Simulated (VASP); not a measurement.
A run of VASP 6.6.1:

INCAR

```
SYSTEM = ZnS
  PREC = Accurate
  ENCUT = 520
  EDIFF = 1E-7
  ISMEAR = 0
  SIGMA = 0.02
  LREAL = .False.
  LASPH = .True.
  NELM = 100
  ALGO = Normal
  ISIF = 2
  LWAVE = .False.
  LCHARG = .False.
  GGA = PE
  NBANDS = 26
```

File KPOINTS:

```
Automatic mesh
0
Gamma
  9 9 4
  0 0 0
```

The input POSCAR:

```
ZnS
1.0
    3.8827139465      0.0000000000      0.0000000000
   -1.9413569733      3.3625289133      0.0000000000
    0.0000000000      0.0000000000      6.3375354246
Zn S
2 2
Direct
    0.3333333333      0.6666666667      0.0000000000
    0.6666666667      0.3333333333      0.5000000000
    0.3333333333      0.6666666667      0.3850000000
    0.6666666667      0.3333333333      0.8850000000
```

Potentials or basis: VASP PAW PBE potentials, release 64 (Zn, S).

Run with:

```sh
$ cat potpaw_PBE.64/Zn/POTCAR potpaw_PBE.64/S/POTCAR > POTCAR
$ mpirun -np 1 vasp_std > vasp.out
```

Hardware: 1 thread of AMD EPYC 9R45 96-Core Processor (Zen 5), with other jobs on the host.

Question: How long does it take, and how much memory?

Answer: Run time: 40 s on 1 thread of AMD EPYC 9R45 96-Core Processor (Zen 5) (shared host), peak memory 0.2 GiB. Counts: scf iterations 14, k points 36.
